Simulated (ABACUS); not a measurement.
## NaH under changes of volume

One of the cells (14.527 Å³/atom); the others are scaled copies at fixed shape and fractional positions:

```
Na H
1.0
     0.00000    2.44000    2.44000
     2.44000    0.00000    2.44000
     2.44000    2.44000    0.00000
Na H
1 1
Direct
  0.00000 0.00000 0.00000
  0.50000 0.50000 0.50000
```

- Program: ABACUS 3.10.1
- Functional: PBE
- Potentials or basis: PseudoDojo NC SR 0.4.1 PBE standard
- Cutoff: 1361 eV
- Density cutoff: 5442 eV
- Basis: TZDP LCAO (the cutoffs set its grid)
- k mesh: 9 × 9 × 9
- Occupations: fermi-dirac, width 0.05 eV
- Spin: no spin polarisation

```tsv
volume (Å³/atom)	energy over the lowest point (meV/atom)	pressure (GPa)	gap on the mesh (eV)
13.655	?	?	?
13.946	0.13	0.3	4.09
14.236	0.00	-0.1	4.05
14.527	0.61	-0.6	4.02
14.817	2.11	-1.0	3.98
15.108	4.23	-1.4	3.94
15.398	6.96	-1.7	3.91
```

Question: What does the run at 13.655 Å³/atom give?

Answer: Energy over the lowest point 1.23 meV/atom; pressure 0.9 GPa; gap on the mesh 4.13 eV.

Worked out: A Birch-Murnaghan fit of order 3 (a polynomial in V^(-2/3)) to the other rows has its minimum at 14.15 Å³/atom with B0 = V·E''(V) = 24 GPa and B' = 4.3. It gives 1.26 meV/atom at 13.655 Å³/atom, against the run's 1.23, and -dE/dV = 0.9 GPa, against 0.9. A straight line through the other rows of the gap, of slope -1.83 eV per unit of ln V, extrapolates to 4.13 eV, against the run's 4.13.

Energies are extrapolated to zero smearing.

Caveats: the atomic orbitals were generated for these runs and aren't a published set; an odd mesh through Γ misses points on the zone boundary, where band edges often lie; the basis of atomic orbitals isn't converged, which shifts pressures, moduli and gaps.
